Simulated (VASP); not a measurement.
# LiF, self-consistent run: which settings are enough?

LiF, I4mm (no. 107), 2 atoms in the cell. PBE; PAW potentials F, Li_sv (PBE set). VASP 6.6.1. The cell is changed on purpose: last atom moved by 0.04 Å along z, cell strained by +1.0% along z.

Wanted: stress within 0.05 GPa.

What the run is for: stress; Accuracy asked: tight.

POSCAR:
```
LiF
1.0
    0.0000000000      2.0140000000      2.0341400000
    2.0140000000      0.0000000000      2.0341400000
    2.0140000000      2.0140000000      0.0000000000
F Li
1 1
Direct
    0.5000000000      0.5000000000      0.5000000000
    0.0099304900      0.0099304900     -0.0099304900
```

The series start from Plane-wave cutoff (eV): 650; k-point mesh: 9 × 9 × 9; Electronic threshold (eV): 1e-6; Electronic algorithm: ALGO=Normal; Support grid and gradient cutoff: ADDGRID=False GGA_COMPAT=False. Each series keeps the choices made before it, and each single choice may use up half of a tolerance.

## Plane-wave cutoff (eV)

| Plane-wave cutoff (eV) | Stress, largest deviation (GPa) | SCF iterations | Time (s) |
|---|---|---|---|
| 400 | 12.641 | 12 | 3.5 |
| 500 | 0.526 | 12 | 3.8 |
| 580 | 0.391 | 12 | 3.9 |
| 650 | 0.719 | 12 | 4.0 |
| 750 | 0.414 | 11 | 7.6 |
| 880 | 0.001 | 11 | 7.7 |
| 1050 (reference) | 0.000 | 11 | 10 |

Chosen: 880, the loosest value from which every tighter one stays within half of the tolerance.

## k-point mesh

| k-point mesh | Stress, largest deviation (GPa) | SCF iterations | Time (s) |
|---|---|---|---|
| 3 × 3 × 3 | 0.383 | 11 | 1.7 |
| 4 × 4 × 4 | 0.049 | 11 | 2.3 |
| 5 × 5 × 5 | 0.010 | 11 | 2.8 |
| 6 × 6 × 6 | 0.004 | 11 | 3.8 |
| 8 × 8 × 8 | 0.002 | 11 | 6.3 |
| 9 × 9 × 9 | 0.002 | 11 | 7.7 |
| 12 × 12 × 12 | 0.000 | 11 | 15 |
| 15 × 15 × 15 | 0.001 | 11 | 26 |
| 18 × 18 × 18 (reference) | 0.000 | 11 | 42 |

Chosen: 5 × 5 × 5.

## Electronic threshold (eV)

| Electronic threshold (eV) | Stress, largest deviation (GPa) | SCF iterations | Time (s) |
|---|---|---|---|
| 0.001 | 0.541 | 9 | 2.3 |
| 0.0001 | 0.110 | 10 | 2.5 |
| 1e-5 | 0.030 | 11 | 2.7 |
| 1e-6 | 0.032 | 11 | 2.8 |
| 1e-7 | 0.001 | 13 | 3.1 |
| 1e-8 (reference) | 0.000 | 14 | 3.3 |

Chosen: 1e-7.

## Electronic algorithm

| Electronic algorithm | Stress, largest deviation (GPa) | SCF iterations | Time (s) |
|---|---|---|---|
| ALGO=Normal | 0.000 | 13 | 3.1 |
| ALGO=Fast | 0.004 | 18 | 4.8 |
| ALGO=VeryFast | 0.004 | 30 | 7.3 |
| ALGO=All ISEARCH=1 | 0.001 | 15 | 4.1 |
| ALGO=All ISEARCH=0 | 0.003 | 15 | 3.9 |
| ALGO=Damped TIME=0.4 | 0.007 | 24 | 4.5 |
| ALGO=Damped TIME=0.1 | 0.017 | 44 | 7.5 |

Chosen: ALGO=Normal; no other choice that stays within half of the tolerance saves 30 % of the time.

## Support grid and gradient cutoff

| Support grid and gradient cutoff | Stress, largest deviation (GPa) | SCF iterations | Time (s) |
|---|---|---|---|
| ADDGRID=False GGA_COMPAT=False | 0.000 | 13 | 3.1 |
| ADDGRID=True GGA_COMPAT=False | 0.001 | 13 | 4.1 |
| ADDGRID=False GGA_COMPAT=True | 0.001 | 13 | 3.1 |

Chosen: ADDGRID=False GGA_COMPAT=False.

## All choices together

| Input | Stress, largest deviation (GPa) | Time (s) |
|---|---|---|
| the program's defaults (naive) | 0.600 | 0.9 |
| chosen settings | 0.004 | 3.1 |
| reference settings throughout | 0.000 | 71 |

The tolerance is met.

Values of the reference run: Stress: 1.315, 0, 0, 0, 1.315, 0, 0, 0, 0.8368 GPa.

## The input

INCAR:
```
SYSTEM = LiF
ADDGRID  = .FALSE.      
ALGO     = Normal         ! electronic algorithm
EDIFF    = 1E-7           ! SCF threshold, eV
EFERMI   = MIDGAP       
ENCUT    = 880            ! plane-wave cutoff, eV
GGA      = PE             ! functional
GGA_COMPAT= .FALSE.      
ISIF     = 2              ! what is computed and relaxed
ISMEAR   = 0              ! smearing method
LASPH    = .TRUE.         ! aspherical terms in the spheres
LCHARG   = .FALSE.        ! write CHGCAR
LREAL    = .FALSE.        ! projectors in reciprocal space
LWAVE    = .FALSE.        ! write WAVECAR
NELM     = 120            ! most SCF steps
PREC     = Accurate       ! precision mode
SIGMA    = 0.03           ! smearing width, eV
```

KPOINTS:
```
Automatic mesh
0
Gamma
  5 5 5
  0 0 0
```

Commands:
```
cat potpaw_PBE.64/F/POTCAR potpaw_PBE.64/Li_sv/POTCAR > POTCAR
mpirun -np 1 vasp_std > vasp.out
```

The chosen input took VASP 6.6.1 3.1 s on 1 core (Intel Xeon 6975P-C (Granite Rapids)), a shared host.

## An input that fails: tetrahedra on too few k points

VASP's message: IBZKPT: tetrahedron method fails for NKPT<4. NKPT = 1.

k mesh: 9 × 9 × 9 becomes 1 × 1 × 1.

Changes against the starting input:
```
- ISMEAR = 0
- NELM = 120
+ ISMEAR = -5
+ NELM = 81
```
